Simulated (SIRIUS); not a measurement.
A run of SIRIUS 7.12.0:

The input sirius.json:

```json
{
  "control": {
    "processing_unit": "cpu",
    "std_evp_solver_name": "lapack",
    "gen_evp_solver_name": "lapack",
    "verbosity": 2,
    "print_forces": true,
    "ortho_rf": true,
    "use_second_variation": true,
    "rmt_max": 3.0,
    "num_bands_to_print": 24,
    "save_wf": true
  },
  "parameters": {
    "electronic_structure_method": "full_potential_lapwlo",
    "xc_functionals": ["XC_GGA_X_AM05", "XC_GGA_C_AM05"],
    "core_relativity": "dirac",
    "valence_relativity": "iora",
    "num_fv_states": 38,
    "smearing": "fermi_dirac",
    "smearing_width": 0.0018374661,
    "pw_cutoff": 20,
    "gk_cutoff": 3.57,
    "lmax_apw": 11,
    "lmax_rho": 8,
    "lmax_pot": 8,
    "num_mag_dims": 0,
    "auto_rmt": 0,
    "ngridk": [8, 8, 8],
    "shiftk": [0, 0, 0],
    "num_dft_iter": 80,
    "energy_tol": 1e-07,
    "density_tol": 1e-05,
    "use_symmetry": true
  },
  "settings": {"tol_ne": 1e-10},
  "iterative_solver": {"type": "exact"},
  "mixer": {"type": "anderson", "beta": 0.5, "max_history": 8},
  "unit_cell": {
    "lattice_vectors": [[0.0, 5.6691783739, 5.6691783739], [5.6691783739, 0.0, 5.6691783739], [5.6691783739, 5.6691783739, 0.0]],
    "atom_types": ["Al", "Au"],
    "atom_files": {"Al": "Al.json", "Au": "Au.json"},
    "atoms": {"Al": [[0.75, 0.75, 0.75], [0.25, 0.25, 0.25]], "Au": [[0.0, 0.0, 0.0]]}
  }
}
```

File Al.json:

```json
{
  "name": "aluminium",
  "symbol": "Al",
  "number": 13,
  "mass": 26.9815386,
  "rmin": 1e-06,
  "rmt": 2.24,
  "nrmt": 800,
  "rinf": 20.43,
  "core": "1s",
  "valence": [
    {"basis": [{"enu": 0.09, "dme": 0, "n": 0, "auto": 0}, {"enu": 0.09, "dme": 1, "n": 0, "auto": 0}]},
    {"l": 0, "n": 1, "basis": [{"enu": 0.1473, "dme": 0, "n": 0, "auto": 0}]},
    {"l": 1, "n": 2, "basis": [{"enu": 0.19, "dme": 0, "n": 0, "auto": 0}]},
    {"l": 2, "n": 3, "basis": [{"enu": 0.19, "dme": 0, "n": 0, "auto": 0}]},
    {"l": 3, "n": 4, "basis": [{"enu": 0.19, "dme": 0, "n": 0, "auto": 0}]}
  ],
  "lo": [
    {
      "l": 0,
      "basis": [{"enu": 0.1473, "dme": 0, "n": 0, "auto": 0}, {"enu": 0.1473, "dme": 1, "n": 0, "auto": 0}]
    },
    {
      "l": 0,
      "basis": [{"enu": -3.655, "dme": 0, "n": 2, "auto": 1}, {"enu": -3.655, "dme": 1, "n": 2, "auto": 1}]
    },
    {
      "l": 0,
      "basis": [{"enu": -3.655, "dme": 1, "n": 2, "auto": 1}, {"enu": 0.1473, "dme": 0, "n": 0, "auto": 0}]
    },
    {
      "l": 0,
      "basis": [{"enu": 0.1473, "dme": 0, "n": 0, "auto": 0}, {"enu": 3.3361, "dme": 0, "n": 0, "auto": 0}]
    },
    {"l": 1, "basis": [{"enu": 0.19, "dme": 0, "n": 0, "auto": 0}, {"enu": 0.19, "dme": 1, "n": 0, "auto": 0}]},
    {
      "l": 1,
      "basis": [{"enu": -2.2697, "dme": 0, "n": 2, "auto": 1}, {"enu": -2.2697, "dme": 1, "n": 2, "auto": 1}]
    },
    {
      "l": 1,
      "basis": [{"enu": -2.2697, "dme": 1, "n": 2, "auto": 1}, {"enu": 0.19, "dme": 0, "n": 0, "auto": 0}]
    },
    {"l": 1, "basis": [{"enu": 0.19, "dme": 0, "n": 0, "auto": 0}, {"enu": 3.8571, "dme": 0, "n": 0, "auto": 0}]},
    {"l": 2, "basis": [{"enu": 0.19, "dme": 0, "n": 0, "auto": 0}, {"enu": 0.19, "dme": 1, "n": 0, "auto": 0}]},
    {"l": 2, "basis": [{"enu": 0.19, "dme": 1, "n": 0, "auto": 0}, {"enu": 0.19, "dme": 2, "n": 0, "auto": 0}]},
    {"l": 2, "basis": [{"enu": 0.19, "dme": 0, "n": 0, "auto": 0}, {"enu": 3.2991, "dme": 0, "n": 0, "auto": 0}]},
    {"l": 3, "basis": [{"enu": 0.19, "dme": 0, "n": 0, "auto": 0}, {"enu": 0.19, "dme": 1, "n": 0, "auto": 0}]}
  ],
  "free_atom": [... radial grid and density of the free atom, the start of the SCF ...]
}
```

The input Au.json:

```json
{
  "name": "gold",
  "symbol": "Au",
  "number": 79,
  "mass": 196.966569,
  "rmin": 1e-06,
  "rmt": 2.58,
  "nrmt": 800,
  "rinf": 13.44,
  "core": "1s2s2p3s3p3d4s4p4d",
  "valence": [
    {"basis": [{"enu": 0.09, "dme": 0, "n": 0, "auto": 0}, {"enu": 0.09, "dme": 1, "n": 0, "auto": 0}]},
    {"l": 0, "n": 1, "basis": [{"enu": 0.19, "dme": 0, "n": 0, "auto": 0}]},
    {"l": 1, "n": 2, "basis": [{"enu": 0.19, "dme": 0, "n": 0, "auto": 0}]},
    {"l": 2, "n": 3, "basis": [{"enu": 0.19, "dme": 0, "n": 0, "auto": 0}]},
    {"l": 3, "n": 4, "basis": [{"enu": 0.19, "dme": 0, "n": 0, "auto": 0}]},
    {"l": 4, "n": 5, "basis": [{"enu": 0.19, "dme": 0, "n": 0, "auto": 0}]}
  ],
  "lo": [
    {"l": 0, "basis": [{"enu": 0.19, "dme": 0, "n": 0, "auto": 0}, {"enu": 0.19, "dme": 1, "n": 0, "auto": 0}]},
    {
      "l": 0,
      "basis": [{"enu": -3.5644, "dme": 0, "n": 5, "auto": 1}, {"enu": -3.5644, "dme": 1, "n": 5, "auto": 1}]
    },
    {
      "l": 0,
      "basis": [{"enu": -3.5644, "dme": 1, "n": 5, "auto": 1}, {"enu": 0.19, "dme": 0, "n": 0, "auto": 0}]
    },
    {"l": 0, "basis": [{"enu": 0.19, "dme": 0, "n": 0, "auto": 0}, {"enu": 2.5937, "dme": 0, "n": 0, "auto": 0}]},
    {"l": 1, "basis": [{"enu": 0.19, "dme": 0, "n": 0, "auto": 0}, {"enu": 0.19, "dme": 1, "n": 0, "auto": 0}]},
    {
      "l": 1,
      "basis": [{"enu": -1.7879, "dme": 0, "n": 5, "auto": 1}, {"enu": -1.7879, "dme": 1, "n": 5, "auto": 1}]
    },
    {
      "l": 1,
      "basis": [{"enu": -1.7879, "dme": 1, "n": 5, "auto": 1}, {"enu": 0.19, "dme": 0, "n": 0, "auto": 0}]
    },
    {"l": 1, "basis": [{"enu": 0.19, "dme": 0, "n": 0, "auto": 0}, {"enu": 2.9543, "dme": 0, "n": 0, "auto": 0}]},
    {"l": 2, "basis": [{"enu": 0.19, "dme": 0, "n": 0, "auto": 0}, {"enu": 0.19, "dme": 1, "n": 0, "auto": 0}]},
    {"l": 2, "basis": [{"enu": 0.19, "dme": 1, "n": 0, "auto": 0}, {"enu": 0.19, "dme": 2, "n": 0, "auto": 0}]},
    {"l": 2, "basis": [{"enu": 0.19, "dme": 0, "n": 0, "auto": 0}, {"enu": 2.5336, "dme": 0, "n": 0, "auto": 0}]},
    {"l": 3, "basis": [{"enu": 0.19, "dme": 0, "n": 0, "auto": 0}, {"enu": 0.19, "dme": 1, "n": 0, "auto": 0}]},
    {
      "l": 3,
      "basis": [{"enu": -2.5991, "dme": 0, "n": 4, "auto": 1}, {"enu": -2.5991, "dme": 1, "n": 4, "auto": 1}]
    },
    {
      "l": 3,
      "basis": [{"enu": -2.5991, "dme": 1, "n": 4, "auto": 1}, {"enu": 0.19, "dme": 0, "n": 0, "auto": 0}]
    },
    {"l": 3, "basis": [{"enu": 0.19, "dme": 0, "n": 0, "auto": 0}, {"enu": 3.6754, "dme": 0, "n": 0, "auto": 0}]},
    {"l": 4, "basis": [{"enu": 0.19, "dme": 0, "n": 0, "auto": 0}, {"enu": 0.19, "dme": 1, "n": 0, "auto": 0}]},
    {"l": 4, "basis": [{"enu": 0.19, "dme": 0, "n": 0, "auto": 0}, {"enu": 3.0744, "dme": 0, "n": 0, "auto": 0}]}
  ],
  "free_atom": [... radial grid and density of the free atom, the start of the SCF ...]
}
```

The input sirius_start.json:

```json
{
  "control": {
    "processing_unit": "cpu",
    "std_evp_solver_name": "lapack",
    "gen_evp_solver_name": "lapack",
    "verbosity": 1,
    "print_forces": false,
    "ortho_rf": true,
    "use_second_variation": true,
    "rmt_max": 3.0,
    "num_bands_to_print": 24,
    "save_wf": false
  },
  "parameters": {
    "electronic_structure_method": "full_potential_lapwlo",
    "xc_functionals": ["XC_LDA_X", "XC_LDA_C_PW"],
    "core_relativity": "dirac",
    "valence_relativity": "iora",
    "num_fv_states": 38,
    "smearing": "fermi_dirac",
    "smearing_width": 0.0055123983,
    "pw_cutoff": 20,
    "gk_cutoff": 2.85,
    "lmax_apw": 11,
    "lmax_rho": 8,
    "lmax_pot": 8,
    "num_mag_dims": 0,
    "auto_rmt": 0,
    "ngridk": [3, 3, 3],
    "shiftk": [0, 0, 0],
    "num_dft_iter": 30,
    "energy_tol": 0.01,
    "density_tol": 0.05,
    "use_symmetry": true
  },
  "settings": {"tol_ne": 1e-10},
  "iterative_solver": {"type": "exact"},
  "mixer": {"type": "anderson", "beta": 0.5, "max_history": 8},
  "unit_cell": {
    "lattice_vectors": [[0.0, 5.6691783739, 5.6691783739], [5.6691783739, 0.0, 5.6691783739], [5.6691783739, 5.6691783739, 0.0]],
    "atom_types": ["Al", "Au"],
    "atom_files": {"Al": "Al.json", "Au": "Au.json"},
    "atoms": {"Al": [[0.75, 0.75, 0.75], [0.25, 0.25, 0.25]], "Au": [[0.0, 0.0, 0.0]]}
  }
}
```

The input sirius_bands.json:

```json
{
  "control": {
    "processing_unit": "cpu",
    "std_evp_solver_name": "lapack",
    "gen_evp_solver_name": "lapack",
    "verbosity": 2,
    "print_forces": true,
    "ortho_rf": true,
    "use_second_variation": true,
    "rmt_max": 3.0,
    "num_bands_to_print": 24,
    "save_wf": true
  },
  "parameters": {
    "electronic_structure_method": "full_potential_lapwlo",
    "xc_functionals": ["XC_GGA_X_AM05", "XC_GGA_C_AM05"],
    "core_relativity": "dirac",
    "valence_relativity": "iora",
    "num_fv_states": 38,
    "smearing": "fermi_dirac",
    "smearing_width": 0.0018374661,
    "pw_cutoff": 20,
    "gk_cutoff": 3.57,
    "lmax_apw": 11,
    "lmax_rho": 8,
    "lmax_pot": 8,
    "num_mag_dims": 0,
    "auto_rmt": 0,
    "ngridk": [8, 8, 8],
    "shiftk": [0, 0, 0],
    "num_dft_iter": 80,
    "energy_tol": 1e-07,
    "density_tol": 1e-05,
    "use_symmetry": true
  },
  "settings": {"tol_ne": 1e-10},
  "iterative_solver": {"type": "exact"},
  "mixer": {"type": "anderson", "beta": 0.5, "max_history": 8},
  "unit_cell": {
    "lattice_vectors": [[0.0, 5.6691783739, 5.6691783739], [5.6691783739, 0.0, 5.6691783739], [5.6691783739, 5.6691783739, 0.0]],
    "atom_types": ["Al", "Au"],
    "atom_files": {"Al": "Al.json", "Au": "Au.json"},
    "atoms": {"Al": [[0.75, 0.75, 0.75], [0.25, 0.25, 0.25]], "Au": [[0.0, 0.0, 0.0]]}
  },
  "kpoints_rel": {
    "G": [0.0, 0.0, 0.0],
    "K": [0.375, 0.375, 0.75],
    "L": [0.5, 0.5, 0.5],
    "U": [0.625, 0.25, 0.625],
    "W": [0.5, 0.25, 0.75],
    "X": [0.5, 0.0, 0.5]
  },
  "kpoints_path": ["G", "X", "W", "K", "G", "L", "U", "W", "L", "K"]
}
```

Potentials or basis: all-electron FP-LAPW, apw+lo standard.

Launch:

```sh
$ OMP_NUM_THREADS=1 sirius.scf --input=sirius_start.json --output=start.json
$ OMP_NUM_THREADS=1 sirius.scf --input=sirius.json --output=output.json --task=1
$ OMP_NUM_THREADS=1 sirius.scf --input=sirius_bands.json --output=bands_out.json --task=2
```

Hardware: 1 thread of Arm Neoverse V1, with other jobs on the host.

Problem. How long does it take, and how much memory?

Solution. Wall time 2.3 min on 1 thread of Arm Neoverse V1, with other jobs on the host, peak memory 0.59 GiB. Counts: scf iterations 7, k points 29, plane waves 283, basis 436, bands 38.
